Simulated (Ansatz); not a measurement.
Crystal: LiCl.

```xyz
2
Lattice="0.0000 2.5648 2.5648 2.5648 0.0000 2.5648 2.5648 2.5648 0.0000" Properties=species:S:1:pos:R:3 pbc="T T T"
Cl    2.5648    2.5648    2.5648
Li    0.0000    0.0000    0.0000
```

```yaml
Program: Ansatz 0.2.0
Task: relaxation of cell and atoms
Functional: PBEsol
Potentials_or_basis: all-electron LAPW, scalar-relativistic
Basis_error_allowed: 0.001 eV/atom
k_mesh: 9 × 9 × 9
Occupations: fermi-dirac, width 0.05 eV
Spin: no spin polarisation
```

At the start: volume 16.87 Å³/atom.

How do energy, volume and symmetry change on relaxing?

Over 4 steps the energy falls by 2.6 meV/atom and the volume is 16.21 Å³/atom (-3.9 %); space group Fm-3m (No. 225, to 0.05 Å).

The path:
| step | energy change (eV) | largest force (eV/Å) | volume (Å³) |
| --- | --- | --- | --- |
| 1 | 0.0000 | 0.0000 | 33.74 |
| 2 | -0.0046 | 0.0000 | 32.88 |
| 3 | -0.0052 | 0.0000 | 32.42 |
| 4 | -0.0052 | 0.0000 | 32.42 |

Final structure:
```
Cl Li
1.0
     0.00000    2.53092    2.53092
     2.53092    0.00000    2.53092
     2.53092    2.53092    0.00000
Cl Li
1 1
Direct
  0.50000 0.50000 0.50000
  0.00000 0.00000 0.00000
```
